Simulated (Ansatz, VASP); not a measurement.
# Two plane-wave programs on Bi

POSCAR

```
Bi
1.0
   -1.9681319396      1.9681319396      1.9681319396
    1.9681319396     -1.9681319396      1.9681319396
    1.9681319396      1.9681319396     -1.9681319396
Bi
1
Direct
    0.0000000000      0.0000000000      0.0000000000
```

INCAR.step1

```
PREC = Accurate
ENCUT = 520
EDIFF = 1E-5
ISMEAR = -1
SIGMA = 0.05
LREAL = False
LASPH = True
NELM = 100
ALGO = Normal
ISIF = 2
LWAVE = True
LCHARG = False
NBANDS = 14
GGA = PE
```

Contents of INCAR.step2:

```
PREC = Accurate
ENCUT = 520
EDIFF = 1E-6
ISMEAR = -1
SIGMA = 0.05
LREAL = False
LASPH = True
NELM = 100
ALGO = Normal
ISIF = 2
LWAVE = False
LCHARG = False
GGA = B5
LHFCALC = True
AEXX = 0.2
AGGAX = 0.72
AGGAC = 0.81
ALDAC = 0.19
PRECFOCK = Normal
HFRCUT = -1
NBANDS = 14
ISTART = 1
```

The input KPOINTS:

```
Automatic mesh
0
Gamma
  5 5 5
```

The input input.yaml:

```yaml
crystal:
  lattice:
    - [-1.9681319396, 1.9681319396, 1.9681319396]
    - [1.9681319396, -1.9681319396, 1.9681319396]
    - [1.9681319396, 1.9681319396, -1.9681319396]
  atoms:
    - { symbol: Bi, position: [0.0, 0.0, 0.0] }
hamiltonian:
  xc: b3lyp5
  pseudopotentials: { kind: paw }
kpoints:
  mp_grid: { grid: [5, 5, 5] }
scf:
  occupations: { method: fermi_dirac, width: 0.05 }
output:
  forces: true
  stress: true
  eigenvalues: true
```

This isn't the form of Bi at room conditions, which is rhombohedral.

Alike in both runs: task single point; functional B3LYP5; k mesh 5 × 5 × 5; occupations fermi-dirac, width 0.05 eV; no spin polarisation.

|  | VASP | Ansatz |
| --- | --- | --- |
| version | VASP 6.6.1 | Ansatz 0.2.0 |
| potentials or method | VASP PAW PBE potentials, release 64 (Bi_d) | Ansatz PAW |
| plane-wave cutoff (eV) | 520 | 420 |
| valence electrons in the cell | 15 | 15 |

|  | VASP | Ansatz | Ansatz less VASP |
| --- | --- | --- | --- |
| gap on the k mesh at the Fermi level (eV) | none | none | - |
| pressure (GPa) | 3.1 | 3.2 | +0.11 |

A gap of «none» marks a metal or a gap that the smearing closes. The functional is the same, so the differences come from potentials, cutoffs and numerics.

Caveats: the k mesh is coarse (spacing up to 0.45 Å⁻¹), so the values aren't converged, least of all with exact exchange; spin-orbit coupling is left out, which moves the levels of the heavy elements; the PAW data sets were made with another functional, which shifts forces and pressure a little (VASP); the PAW data sets come from PBE, with cores solved anew for the run's functional, which leaves a small shift of forces and pressure (Ansatz); the thresholds are loose for stress (Ansatz).
